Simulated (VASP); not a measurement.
Input of a VASP 6.6.1 run:

The input INCAR:

```
PREC     = Accurate       # precision mode
ENCUT    = 520            # plane-wave cutoff, eV
EDIFF    = 1E-6           # SCF threshold, eV
ISMEAR   = 0              # smearing method
SIGMA    = 0.05           # smearing width, eV
LREAL    = False          # projectors in reciprocal space
LASPH    = True           # aspherical terms in the spheres
NELM     = 100            # most SCF steps
ALGO     = Fast           # electronic algorithm
ISIF     = 2              # what is computed and relaxed
LWAVE    = False          # write WAVECAR
LCHARG   = False          # write CHGCAR
GGA      = PS             # functional
NBANDS   = 17             # bands
```

Contents of KPOINTS:

```
Automatic mesh
0
Gamma
  8 8 8
```

Contents of POSCAR:

```
TePb
1.0
    0.0000000000      3.2270000000      3.2270000000
    3.2270000000      0.0000000000      3.2270000000
    3.2270000000      3.2270000000      0.0000000000
Te Pb
1 1
Direct
    0.5000000000      0.5000000000      0.5000000000
    0.0000000000      0.0000000000      0.0000000000
```

Potentials or basis: VASP PAW PBE potentials, release 64 (Te, Pb_d).

The run is started by

```bash
$ cat potpaw_PBE.64/Te/POTCAR potpaw_PBE.64/Pb_d/POTCAR > POTCAR
$ mpirun -np 1 vasp_std > vasp.out
```

Q: Predict the band gap on the k mesh.

A: 0.66 eV, direct.

Q: Estimate the pressure.

A: -0.3 GPa.

Caveat: the PAW data sets were made with another functional, which shifts forces and pressure a little; spin-orbit coupling is left out, which as a rule narrows the gap of such compounds by several tenths of an eV.

**The experiment to reproduce.**

From a printed reference work, monograph, for a bulk crystal of TePb at 4.2 K: band gap 0.19 eV (direct).

A measured gap of TePb is 0.19 eV (direct; 4.2 K; a printed reference work, monograph); the calculated 0.66 eV misses it by +0.47 eV. Spin-orbit coupling on Pb, Te is left out. The value is that of PBEsol on a finite k mesh, which can miss the band edges, without temperature or zero-point motion.
